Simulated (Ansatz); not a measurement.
**Cu under changes of volume**

One of the cells (11.994 Å³/atom); the others are scaled copies at fixed shape and fractional positions:

```
Cu
1.0
     1.21846   -3.97638    0.00000
     1.21846    3.97638    0.00000
     0.00000    0.00000    2.47550
Cu
2
Cartesian
  1.2185 -2.9118 1.8566
  1.2185 2.9118 0.6189
```

This isn't the form of Cu at room conditions, which is fcc.

* Program: Ansatz 0.2.0
* Functional: PBEsol
* Potentials or basis: all-electron LAPW, scalar-relativistic
* Cutoff: 329 eV (chosen from the basis error)
* Basis error allowed: 0.001 eV/atom
* k mesh: 11 × 11 × 11
* Occupations: fermi-dirac, width 0.05 eV
* Spin: no spin polarisation

```csv
volume (Å³/atom),energy over the lowest point (meV/atom),pressure (GPa),largest force (eV/Å)
11.274,?,?,?
11.514,4.86,5.1,0.049
11.754,0.00,1.6,0.021
11.994,0.06,-1.5,0.005
12.234,4.49,-4.3,0.029
12.474,12.76,-6.7,0.051
12.714,24.45,-8.8,0.072
```

Task: What does the run at 11.274 Å³/atom give?

Result: Energy over the lowest point 15.27 meV/atom; pressure 9.0 GPa; largest force 0.081 eV/Å.

Worked out: A Birch-Murnaghan fit of order 3 (a polynomial in V^(-2/3)) to the other rows has its minimum at 11.87 Å³/atom with B0 = V·E''(V) = 153 GPa and B' = 5.1 at fixed shape and positions, which overstates the stiffness. It gives 15.29 meV/atom at 11.274 Å³/atom, against the run's 15.27, and -dE/dV = 9.0 GPa, against 9.0.

Energies are extrapolated to zero smearing.
